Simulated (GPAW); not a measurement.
# Cu (P-1) in GPAW: density of states with LDA

Aim: the density of states of Cu with LDA.

All numbers are computed with GPAW 26.7.0; they aren't measurements. Logs are shortened: lines on timing, memory, paths and dates and some standing lists are left out, and cuts for length are marked. The log counts tension as positive stress, the text compression.

## (1) The cell of the first run

The typed cell holds 1 atom: a = 2.565 Å, b = 2.598 Å, c = 2.506 Å, α = 59.95°, β = 60.31°, γ = 59.68°.

## (2) Density of states, LDA (cell sheared at random, sigma 0.01, atoms nudged by 0.01 Å)

File run.py:

```python
import numpy as np
from ase.dft.bandgap import bandgap
from ase.io import read, write
from ase.units import GPa
from gpaw import GPAW, PW, setup_paths

setup_paths.insert(0, '.')

atoms = read('Cu.cif')

calc = GPAW(mode=PW(600),
            xc='LDA',
            kpts={'size': (13, 12, 13), 'gamma': True},
            occupations={'name': 'fermi-dirac', 'width': 0.05},
            nbands=14,
            convergence={'density': 1e-05, 'energy': 1e-05},
            maxiter=150,
            txt='gpaw.txt')
atoms.calc = calc
energy = atoms.get_potential_energy()
forces = atoms.get_forces()
stress = atoms.get_stress()
calc.write('gs.gpw')
write('result.traj', atoms)
print(f'Energy: {energy:.6f} eV')
print('Forces (eV/A):')
print(forces.round(4))
print('Stress (GPa):', (stress / GPa).round(3))
print('Fermi level:', round(calc.get_fermi_level(), 4), 'eV')
print(f'Gap: {bandgap(calc)[0]:.4f} eV, direct: {bandgap(calc, direct=True)[0]:.4f} eV')

dense = calc.fixed_density(kpts={'size': (19, 18, 19), 'gamma': True}, update_fermi_level=True,
                           nbands=21, convergence={'bands': 'CBM+6.0', 'eigenstates': 1e-6}, txt='dos.txt')
ef = dense.get_fermi_level()
dos = dense.dos(shift_fermi_level=False)
energies = np.linspace(ef - 14, ef + 6, 401)
spins = [None]
columns = [energies] + [dos.raw_dos(energies, spin=s, width=0.05) for s in spins]
for symbol, l in [('Cu', 0), ('Cu', 1), ('Cu', 2)]:
    for s in spins:
        columns.append(sum(dos.raw_pdos(energies, a=a.index, l=l, spin=s, width=0.05)
                           for a in atoms if a.symbol == symbol))
np.savetxt('dos.dat', np.array(columns).T, fmt='%.4f')
print('Fermi level on the dense mesh:', round(ef, 4), 'eV')
```

File Cu.cif:

```cif
data_Cu
_cell_length_a 2.56490037
_cell_length_b 2.59840386
_cell_length_c 2.50629067
_cell_angle_alpha 59.95140244
_cell_angle_beta 60.31218184
_cell_angle_gamma 59.67626615
_space_group_name_H-M_alt 'P1'
_space_group_name_Hall 'P 1'
_space_group_IT_number 1
loop_
_space_group_symop_operation_xyz
'x,y,z'
loop_
_atom_site_label
_atom_site_type_symbol
_atom_site_symmetry_multiplicity
_atom_site_Wyckoff_symbol
_atom_site_fract_x
_atom_site_fract_y
_atom_site_fract_z
_atom_site_occupancy
Cu1 Cu 1 a 0.0000000000 0.0000000000 0.0000000000 1
```

Potentials or basis: PAW data sets generated in the run's folder for this functional, pw.

Started as:

```sh
$ gpaw-setup -f LDA Cu
$ OMP_NUM_THREADS=1 python run.py
```

gpaw.txt:

```text
__  _  _
 | _ |_)|_||  |
 |__||  | ||/\| - 26.7.0

Input parameters:
  mode=PW(ecut=600.0),
  convergence={'density': 1e-05, 'energy': 1e-05},
  kpts=MonkhorstPack(size=(13, 12, 13), gamma=True),
  maxiter=150,
  nbands=14,
  occupations=Occupations(name='fermi-dirac', width=0.05),
  xc=XC(name='LDA')

Diagonalizing LCAO Hamiltonian
Converting LCAO to pw mode

       Cu

Atoms  # Å, Bohr magnetons
|   | symbol |        x |        y |        z |    initial magnetic moments |
|---|--------|----------|----------|----------|-----------------------------|
| 0 |     Cu | 0.000000 | 0.000000 | 0.000000 | ( 0.0000,  0.0000,  0.0000) |

Unit cell  # Å
| periodic |        x |        y |        z |  lengths |    angles |
|----------|----------|----------|----------|----------|-----------|
|      yes | 2.564900 | 0.000000 | 0.000000 | 2.564900 | 59.951402 |
|      yes | 1.311896 | 2.242907 | 0.000000 | 2.598404 | 60.312182 |
|      yes | 1.241301 | 0.727851 | 2.052047 | 2.506291 | 59.676266 |

Number of symmetries: 2
Symmetry operations  # r_c * U_cc + t_c -> r_c
|   | kind |            matrix            |
|---|------|------------------------------|
| 0 |  E   |  1, 0, 0,  0, 1, 0,  0, 0, 1 |
| 1 |  i   | -1, 0, 0,  0,-1, 0,  0, 0,-1 |

BZ-sampling:
  Number of BZ points: 2028
  Number of IBZ points: 1015

  Monkhorst-Pack size: [13, 12, 13]
  Monkhorst-Pack shift: [0.0, 0.041666666666666664, 0.0]

K-points  # in reciprocal-cell coordinates
|      |                                coordinates |     weight |
|------|--------------------------------------------|------------|
|    0 | (  0.00000000,  -0.00000000,   0.00000000) | 0.00049310 |
|    1 | (  0.00000000,  -0.00000000,   0.07692308) | 0.00098619 |
|    2 | (  0.00000000,  -0.00000000,   0.15384615) | 0.00098619 |
|    3 | (  0.00000000,  -0.00000000,   0.23076923) | 0.00098619 |
|    4 | (  0.00000000,  -0.00000000,   0.30769231) | 0.00098619 |
|    5 | (  0.00000000,  -0.00000000,   0.38461538) | 0.00098619 |
|    6 | (  0.00000000,  -0.00000000,   0.46153846) | 0.00098619 |
|    7 | (  0.00000000,   0.08333333,  -0.46153846) | 0.00098619 |
|    8 | (  0.00000000,   0.08333333,  -0.38461538) | 0.00098619 |
|    9 | (  0.00000000,   0.08333333,  -0.30769231) | 0.00098619 |
|  ... |                                            |            |
| 1014 | (  0.46153846,   0.50000000,   0.46153846) | 0.00098619 |

Plane wave coefficients: 406
Cutoff: 600.0 eV

Spin-components: 1 (collinear spins)
Bands:           14
Projectors:      6
Spin-degeneracy: 2
Datatype:        complex128

Parallelization:
  kpt:    1
  domain: 1
  band:   1

Density:
  Valence electrons: 11.0
  Components: 1
  Grid points: [15 15 15]
  Charge: 0.0  # |e|

Potential:
  Grid points: [15 15 15]

species:
  Cu:
    name:    Copper
    Z:       29.0
    valence: 11
    core:    18
    charge:  0.0  # [|e|]
    compensation charges:
      type: gauss
      rc: 0.33  # [Å]
      lmax: 2
    cutoffs:
      filter: 2.06  # [Å]
      core: 2.43  # [Å]
    projectors
    | kind |    occ | energy [eV] | rcut [Å] |
    |------|--------|-------------|----------|
    |   4s |  1.000 |      -4.857 |    1.164 |
    |   4p |  0.000 |      -0.783 |    1.164 |
    |   3d | 10.000 |      -5.325 |    1.058 |
    |    s |        |      22.355 |    1.164 |
    |    p |        |      26.429 |    1.164 |
    |    d |        |      21.887 |    1.058 |

    Using partial waves for Cu as LCAO basis

Reference energy: -44951.097053  # eV

eigensolver:
  PPCG
  Converge bands: occupied
  niter=2

density mixing:
  MSR1-Mixer
  Pratt-step length: 0.05
  Maximum mixing coefficient: 0.75
  Old densities: 10
  SVD Regularization: 0.005
  Good broyden scale: 1.0
  Trust region scale: 1.0
  Backstep threshold: 4.0
  History deletion threshold: 6.0
  Fourier metric: weight=20.0, sigma=0.015

occupation numbers:
  Fermi-Dirac:
    width: 0.0500  # eV

poisson solver:
  ecut: 4800.0  # eV

xc functional:
  name: None

convergence criteria:
- Maximum integral of absolute [dens]ity change: 1e-05 electrons / valence electron
- Maximum [total energy] change in last 3 cyles: 1e-05 eV / valence electron
- Maximum integral of absolute [eigenst]ate change: 4e-08 eV^2 / valence electron
maximum number of iterations: 150

SCF iterations
|iter     | |      energy | eigst |  dens |
|---------|-|-------------|-------|-------|
|iter:   1| |   -5.682254 | -0.38 |       |
|iter:   2| |   -5.274612 | -2.71 | -0.88 |
|iter:   3| |   -4.663413 | -1.66 | -0.98 |
|iter:   4| |   -4.649514 | -4.12 | -1.77 |
|iter:   5| |   -4.639689 | -3.84 | -1.96 |
|iter:   6| |   -4.639699 | -6.35 | -3.60 |
|iter:   7| |   -4.639702c| -6.40 | -3.79 |
|iter:   8| |   -4.639702c| -8.79c| -4.39 |
|iter:   9| |   -4.639702c| -9.11c| -4.74 |
|iter:  10| |   -4.639702c| -8.97c| -5.60c|

Converged in 10 steps
Energy contributions relative to reference atoms: (reference = -44951.097053)

Energy contributions:
  Kinetic:         -12.775205
  Coulomb:          10.017514
  Zero:              0.008878
  External:          0.000000
  Xc:               -1.890095
  Entropy:          -0.001586
  Spinorbit:         0.000000
  ----------------------------
  Free energy:      -4.640495
  Extrapolated:     -4.639702

dipole moment: (-11.213971, -6.509060, -4.496124)  # |e|*Ang

Fermi level: 7.623
Eigenvalues  # (at kpt = [0.000, -0.000, 0.000])
| band index |      eig [eV] | occ [0-2] |
|------------|---------------|-----------|
|          0 |        -1.773 |     2.000 |
|          1 |         4.454 |     2.000 |
|          2 |         4.533 |     2.000 |
|          3 |         4.672 |     2.000 |
|          4 |         5.338 |     2.000 |
|          5 |         5.456 |     2.000 |
|          6 |        30.802 |     0.000 |
|          7 |        32.386 |     0.000 |
|          8 |        32.923 |     0.000 |
|          9 |        34.035 |     0.000 |
|         10 |        34.652 |     0.000 |
|         11 |        35.168 |     0.000 |
|         12 |        35.915 |     0.000 |
|         13 |        39.439 |     0.000 |

No gap
No difference between direct/indirect transitions

Forces  # eV/Ang
|       x |       y |       z |
|---------|---------|---------|
| 0.00000 | 0.00000 | 0.00000 |  # Cu   0

Stress tensor  # eV/Ang^3
|         x |         y |         z |
|-----------|-----------|-----------|
|  0.077250 | -0.000821 | -0.006917 |
| -0.000821 |  0.077917 | -0.002582 |
| -0.006917 | -0.002582 |  0.055699 |

# Writing to gs.gpw (mode='')
```

Wall time 3.6 min (1 thread of Intel Xeon 6975P-C (Granite Rapids), shared host); peak memory 0.99 GiB.

What came out:

* Free energy: -4.6405 eV
* Pressure: -11.3 GPa
* Band gap on the k mesh: none (metal or under the smearing width)
* Density of states at the Fermi level: 0.29 states/eV per cell

Levels at points of the mesh, in eV from the Fermi level:
| k point | band 3 | band 4 | band 5 | band 6 | band 7 | band 8 | band 9 | band 10 |
| --- | --- | --- | --- | --- | --- | --- | --- | --- |
| (0.00, 0.00, 0.00) | -3.09 | -2.95 | -2.29 | -2.17 | 23.18 | 24.76 | 25.30 | 26.41 |
| (0.00, 0.50, 0.00) | -2.99 | -1.70 | -1.64 | -1.18 | 3.45 | 21.35 | 22.68 | 23.02 |

States per cell in windows of 0.5 eV (zero at the Fermi level; states under -8 eV left out):
| from (eV) | total |
| --- | --- |
| -8.0 | 0.05 |
| -7.5 | 0.06 |
| -7.0 | 0.08 |
| -6.5 | 0.10 |
| -6.0 | 0.12 |
| -5.5 | 0.25 |
| -5.0 | 0.57 |
| -4.5 | 1.03 |
| -4.0 | 1.09 |
| -3.5 | 1.71 |
| -3.0 | 1.63 |
| -2.5 | 1.71 |
| -2.0 | 1.95 |
| -1.5 | 0.21 |
| -1.0 | 0.16 |
| -0.5 | 0.14 |
| 0.0 | 0.18 |
| 0.5 | 0.12 |
| 1.0 | 0.14 |
| 1.5 | 0.12 |
| 2.0 | 0.11 |
| 2.5 | 0.11 |
| 3.0 | 0.07 |
| 3.5 | 0.11 |
| 4.0 | 0.14 |
| 4.5 | 0.14 |

Caveat: with this Cu data set, volumes or pressures lay over 1.5 % or 2 GPa off other programs in two to four cells of ten.
